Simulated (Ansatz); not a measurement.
# ZnS: response to strain

Aim: deform ZnS (x and y strained by +2 %, z held) and compute stress, forces and field gradients with LAPW, PAW and all-electron datasets made for the crystal.

Program: Ansatz 0.2.0. Level of theory: DFT PBE, scalar-relativistic. These are calculated values, not measurements.

## (1) The structure to begin with

Symmetry: F-43m, No. 216, cubic system. The conventional cell has a = 5.409 Å, b = 5.409 Å, c = 5.409 Å, α = 90.00°, β = 90.00°, γ = 90.00°. Around Zn (site symmetry -43m) lie 4 S at 2.34 Å. S (site symmetry -43m) has 4 Zn at 2.34 Å as nearest neighbours.

Coordinates:

```
Zn S
1.0
     0.00000    2.70465    2.70465
     2.70465    0.00000    2.70465
     2.70465    2.70465    0.00000
Zn S
1 1
Direct
  0.00000 0.00000 0.00000
  0.75000 0.75000 0.75000
```

Atoms are numbered in the order of the input: Zn1, S2.

## (2) The deformed structure

Space group F-43m before, I-4m2 after.

## (3) All-electron LAPW

Contents of input.yaml:

```yaml
crystal:
  lattice:
    - [0.0, 2.758743, 2.70465]
    - [2.758743, 0.0, 2.70465]
    - [2.758743, 2.758743, 0.0]
  atoms:
    - { symbol: Zn, position: [0.0, 0.0, 0.0] }
    - { symbol: S, position: [0.75, 0.75, 0.75] }
kpoints:
  mp_grid: { grid: [8, 8, 8] }
scf:
  occupations: { method: fermi_dirac, width: 0.01 }
hamiltonian:
  xc: pbe
  pseudopotentials: { kind: all_electron, lapw: { basis_error: 0.00025 } }
output:
  forces: true
  stress: true
  eigenvalues: true
```

## (4) PAW on the default files

input.yaml: that of step 3 with these lines changed.

```diff
@@ -14,3 +14,3 @@
   xc: pbe
-  pseudopotentials: { kind: all_electron, lapw: { basis_error: 0.00025 } }
+  pseudopotentials: { kind: paw }
 output:
@@ -19 +19,2 @@
   eigenvalues: true
+  efg: { contact_densities: true }
```

## (5) All-electron PAW on datasets made for the crystal

input.yaml: that of step 4 with these lines changed.

```diff
@@ -14,3 +14,3 @@
   xc: pbe
-  pseudopotentials: { kind: paw }
+  pseudopotentials: { kind: all_electron, datasets: crystal }
 output:
```

(Steps that only read results are left out.)

Q: Predict the outcome of this session. Wanted: pressure; largest shear or deviatoric stress.

**Answer**, as computed:

| quantity | value |
| --- | --- |
| pressure | LAPW -1.36, PAW -1.38, crystal datasets -1.37 GPa |
| largest shear or deviatoric stress (LAPW) | 0.53 GPa |

What this shows: The largest part of the stress beyond the pressure is 0.53 GPa in size, in the zz component; the atoms are carried along and not relaxed. No run of the undeformed cell stands beside it, so the pressure holds what the given cell had before the change. PAW: stress within 0.01 GPa of LAPW. Crystal datasets: stress within 0.01 GPa of LAPW.
